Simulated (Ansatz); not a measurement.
SnO₂: a fit and a missing row

SnO₂, I4_1/amd, a = 4.052 Å, c = 10.363 Å. This isn't the usual stable structure of the compound. Ansatz: PBE, PAW, 420 eV, Γ-centred 10×10×10 mesh on 6 atoms, Gaussian smearing 0.02 eV; no spin polarisation. Shape and atoms are relaxed at each volume; pressure is positive in compression.

| V (Å³/atom) | P (GPa) |
| --- | --- |
| 12.479 | 22.37 |
| 12.904 | 15.74 |
| 13.330 | 9.79 |
| 13.755 | 4.55 |
| 14.181 | 0.02 |
| 14.606 | -3.81 |
| 15.031 | ? |
| 15.599 | -10.43 |

Task: Take V0 = 14.181 Å³/atom, count pressures from its P0 = 0.02 GPa, fit the third-order Birch–Murnaghan form to the other rows, and predict the missing pressure.

Result: With the Eulerian strain f = ½[(V0/V)^(2/3) − 1] and y = (P − P0)/[3f(1 + 2f)^(5/2)], the form is the line y = B0 + 1.5 B0 (B0′ − 4) f. Rows (f, y): 0.04449, 135.3; 0.03247, 137.9; 0.02106, 139.5; 0.01027, 139.7; -0.00975, 137.5; -0.03078, 132.7. Means f = 0.01129, y = 137.10; Σ(Δf)² = 0.003860, ΣΔfΔy = 0.1547; the slope is their ratio. y = 136.6 + 40.07 f GPa, so B0 = 136.6 GPa and B0′ = 4 + 2 × (40.07)/(3 × 136.6) = 4.20. At V = 15.031, f = -0.01903, y = 135.84 and P = -7.02 GPa. The run gave -7.02 GPa, the same to the digits shown.